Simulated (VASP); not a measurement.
PtSe2: relaxation of cell and atoms with PBE+D3(BJ)

Slab: PtSe2, a slab with vacuum.

```
Se Pt
1.0
     3.74834    0.00000    0.00000
    -1.87417    3.24616    0.00000
     0.00000    0.00000   30.65500
Se Pt
6 3
Direct
  0.66667 0.33333 0.29833
  0.33333 0.66667 0.38293
  0.66667 0.33333 0.45778
  0.33333 0.66667 0.54222
  0.66667 0.33333 0.61707
  0.33333 0.66667 0.70167
  0.00000 0.00000 0.34117
  0.00000 0.00000 0.50000
  0.00000 0.00000 0.65883
```

- Program: VASP 6.6.1
- Task: relaxation of cell and atoms
- Functional: PBE
- Dispersion: D3(BJ)
- Potentials or basis: VASP PAW PBE potentials, release 64 (Se, Pt)
- Cutoff: 600 eV
- k mesh: 9 × 9 × 1
- Occupations: gaussian, width 0.03 eV
- Spin: no spin polarisation
- Further INCAR settings: ALGO = Normal; EDIFF = 1e-07; IBRION = 2; EDIFFG = -0.005; NSW = 90; ISIF = 3

```json
{
 "Energy gained by relaxing": "0.0 meV/atom",
 "Ionic steps": "2",
 "Largest force after relaxing": "0.005 eV/Å",
 "Band gap on the k mesh": "0.04 eV, indirect (least direct gap 0.80 eV)",
 "Dispersion energy per atom": "-0.420 eV"
}
```

Forces on the atoms (eV/Å):
```
Se   0.000  0.000 -0.005
Se   0.000  0.000 -0.001
Se   0.000  0.000  0.001
Se   0.000  0.000 -0.001
Se   0.000  0.000  0.001
Se   0.000  0.000  0.005
Pt   0.000  0.000 -0.002
Pt   0.000  0.000  0.000
Pt   0.000  0.000  0.002
```

Final structure:
```cif
data_structure
_symmetry_space_group_name_H-M 'P 1'
_symmetry_Int_Tables_number 1
_cell_length_a 3.7483
_cell_length_b 3.7483
_cell_length_c 30.6550
_cell_angle_alpha 90.000
_cell_angle_beta 90.000
_cell_angle_gamma 120.000
_cell_volume 373.00
loop_
_atom_site_label
_atom_site_type_symbol
_atom_site_fract_x
_atom_site_fract_y
_atom_site_fract_z
_atom_site_occupancy
Se1 Se 0.66667 0.33333 0.29832 1
Se2 Se 0.33333 0.66667 0.38294 1
Se3 Se 0.66667 0.33333 0.45778 1
Se4 Se 0.33333 0.66667 0.54222 1
Se5 Se 0.66667 0.33333 0.61706 1
Se6 Se 0.33333 0.66667 0.70168 1
Pt1 Pt 0.00000 0.00000 0.34117 1
Pt2 Pt 0.00000 0.00000 0.50000 1
Pt3 Pt 0.00000 0.00000 0.65883 1
```

Levels at points of the mesh, in eV from the valence-band top:
```csv
k point,band 31,band 32,band 33,band 34,band 35,band 36
"(0.00, 0.00, 0.00)",-1.14,-1.09,0.00,1.21,1.21,1.70
```

It took 3.7 min on 4 MPI ranks on Intel(R) Xeon(R) Platinum 8375C CPU @ 2.90GHz (Ice Lake), with other jobs on the host, peak memory 0.68 GiB a rank.

Caveat: spin-orbit coupling is left out, which moves the levels of the heavy elements.
